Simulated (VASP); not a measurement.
From an Ansatz input to VASP: CdS (wurtzite)

Ansatz input

```yaml
crystal:
  lattice:
    - [4.1646012904, 0.0, 0.0]
    - [-2.0823006452, 3.6066505141, 0.0]
    - [0.0, 0.0, 6.7660104565]
  atoms:
    - { symbol: Cd, position: [0.3333333333, 0.6666666667, -0.0009631175] }
    - { symbol: Cd, position: [0.6666666667, 0.3333333333, 0.4990368825] }
    - { symbol: S, position: [0.3333333333, 0.6666666667, 0.3759631175] }
    - { symbol: S, position: [0.6666666667, 0.3333333333, 0.8759631175] }
kpoints:
  mp_grid: { grid: [12, 12, 4] }
  band_path:
    path:
      - [0.0, 0.0, 0.0]
      - [0.5, 0.0, 0.0]
      - [0.3333333333, 0.3333333333, 0.0]
      - [0.0, 0.0, 0.5]
      - [0.5, 0.0, 0.5]
      - [0.3333333333, 0.3333333333, 0.5]
    npoints: 1
hamiltonian:
  xc: lda
scf:
  occupations: { method: fixed }
  n_extra_bands: 5
output:
  forces: true
  stress: true
  eigenvalues: true
```

Question: Write VASP inputs for this cell and level of theory.

Answer: 

INCAR

```
ENCUT = 520
GGA = CA
EDIFF = 1E-7
LWAVE = .FALSE.
IBRION = -1
NSW = 0
LASPH = .TRUE.
PREC = Accurate
LREAL = .FALSE.
LCHARG = .FALSE.
ISIF = 2
SIGMA = 0.01
NELM = 120
NBANDS = 26
ISMEAR = 0
```

KPOINTS

```
KPOINTS created by Atomic Simulation Environment
0
Gamma
12 12 4
0 0 0
```

KPOINTS_OPT

```
special points
6
Reciprocal
0.0000000000 0.0000000000 0.0000000000 1
0.5000000000 0.0000000000 0.0000000000 1
0.3333333333 0.3333333333 0.0000000000 1
0.0000000000 0.0000000000 0.5000000000 1
0.5000000000 0.0000000000 0.5000000000 1
0.3333333333 0.3333333333 0.5000000000 1
```

POSCAR

```
Cd S
 1.0000000000000000
     4.1646012904023975    0.0000000000000000    0.0000000000000000
    -2.0823006452011987    3.6066505141219301   -0.0000000000000000
     0.0000000000000000   -0.0000000000000000    6.7660104564743984
 Cd  S
   2   2
Cartesian
  0.0000000000000000  2.4044336760812866 -0.0065164628796503
  2.0823006452011987  1.2022168380406433  3.3764887653575490
  0.0000000000000000  2.4044336760812866  2.5437703840575496
  2.0823006452011987  1.2022168380406433  5.9267756122947475
```

VASP ran with the recommended LDA PAW datasets (36 valence electrons in the cell). Other inputs would serve too.

```
                             Ansatz      VASP
gap between bands v and c   0.89 eV   0.92 eV
         least direct gap   0.89 eV   0.92 eV
                 pressure  -3.7 GPa  -3.3 GPa
```

Each program uses its own PAW datasets. VASP's cell holds 36 valence electrons and Ansatz's 52. LDA means the Perdew–Zunger form with relativistic exchange in VASP and the Perdew–Wang form in Ansatz. Ansatz's stress includes a Pulay correction; VASP's doesn't.
